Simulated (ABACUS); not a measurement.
Wanted: the native input for an ABACUS 3.10.1 run.

```yaml
Task: band structure
Functional: rSCAN
Potentials_or_basis: SG15 ONCV 1.2 PBE
Cutoff: 939 eV
Density_cutoff: 3755 eV
Basis: plane waves
Occupations: fermi-dirac, width 0.05 eV
Spin: no spin polarisation
Radial_cutoff_of_the_potentials_pseudo_rcut: 10 bohr
Threshold_of_the_eigensolver: 1e-07 Ry
Density: read from an earlier self-consistent run
Path: G-H-N-G-P-H, P-N
Points_for_each_segment_of_the_path: 10
SCF_threshold_on_the_density: 1e-08
Max_SCF_steps: 100
Eigensolver: dav
Mixing: broyden
Mixing_share: 0.7
Symmetry_key: -1
Bands: 24
```

Ta:

```
Ta
1.0
    -1.65128    1.65128    1.65128
     1.65128   -1.65128    1.65128
     1.65128    1.65128   -1.65128
Ta
1
Direct
  0.00000 0.00000 0.00000
```

One way to write it, as run:

INPUT

```
INPUT_PARAMETERS
suffix              Ta
calculation         nscf
basis_type          pw
pseudo_dir          ./
symmetry            -1
dft_functional      MGGA_X_RSCAN+MGGA_C_RSCAN
ecutwfc             69.0
pseudo_rcut         10
nspin               1
nbands              24
ks_solver           dav
smearing_method     fd
smearing_sigma      0.00367493
scf_thr             1e-08
scf_nmax            100
mixing_type         broyden
mixing_beta         0.7
mixing_tau          1
init_chg            file
pw_diag_thr         1e-07
out_band            1
kpar                4
```

STRU

```
ATOMIC_SPECIES
Ta 180.9479 Ta_ONCV_PBE-1.2.upf

LATTICE_CONSTANT
1.8897261246

LATTICE_VECTORS
-1.6512800000 1.6512800000 1.6512800000
1.6512800000 -1.6512800000 1.6512800000
1.6512800000 1.6512800000 -1.6512800000

ATOMIC_POSITIONS
Direct

Ta
0.0
1
0.0000000000 0.0000000000 0.0000000000 1 1 1
```

KPT

```
K_POINTS
8
Line
0.00000000 0.00000000 0.00000000 10 // G
0.50000000 -0.50000000 0.50000000 10 // H
0.00000000 0.00000000 0.50000000 10 // N
0.00000000 0.00000000 0.00000000 10 // G
0.25000000 0.25000000 0.25000000 10 // P
0.50000000 -0.50000000 0.50000000 1 // H
0.25000000 0.25000000 0.25000000 10 // P
0.00000000 0.00000000 0.50000000 1 // N
```

Potentials or basis: SG15 ONCV 1.2 PBE, plane waves.

Command:

```sh
$ OMP_NUM_THREADS=1 mpirun -np 4 abacus > log
```

Run time: 6.1 s on 4 MPI ranks on AMD EPYC 9R45 (Zen 5), on a shared host, peak memory 0.36 GiB a rank.
